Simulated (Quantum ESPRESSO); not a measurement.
Runs of Quantum ESPRESSO 7.5 on GaSb. The structure is cubic, space group F-43m (No. 216). Conventional cell: a = 6.118 Å, b = 6.118 Å, c = 6.118 Å, α = 90.00°, β = 90.00°, γ = 90.00°. Sb (site symmetry -43m) is surrounded by 4 Ga at 2.65 Å. Around Ga (site symmetry -43m) lie 4 Sb at 2.65 Å. 

```csv
task,level,potentials or basis,spin,cutoff (eV),form of the LDA correlation,gap on the mesh (eV),pressure (GPa)
band structure,LDA,PseudoDojo 0.4.1 SR LDA standard,off,1143,PW92,none,(a)
band structure,PBE,PseudoDojo 0.4.1 SR PBE standard,off,1088,-,none,2.3
band structure,PBEsol,PseudoDojo 0.4.1 SR PBEsol standard,off,1088,-,none,-0.2
band structure,PBE,PseudoDojo 0.4 FR PBE standard,"SOC, no magnetisation",1088,-,none,2.4
```

Alike in all rows: cell as given; k mesh 8 × 8 × 8; smearing fermi-dirac 0.05 eV.

Problem. Estimate the missing entries.

Solution. (a) -1.8.

Caveats: this crystal is a semiconductor, whose small gap the functional closes, so the metal is an error of the method; spin-orbit coupling is left out, which moves the levels of the heavy elements (some runs).

A k mesh can miss the band edges, and rows without SOC leave out spin-orbit coupling on Ga, Sb.

A gap of «none» marks a metal or a gap under the smearing width.
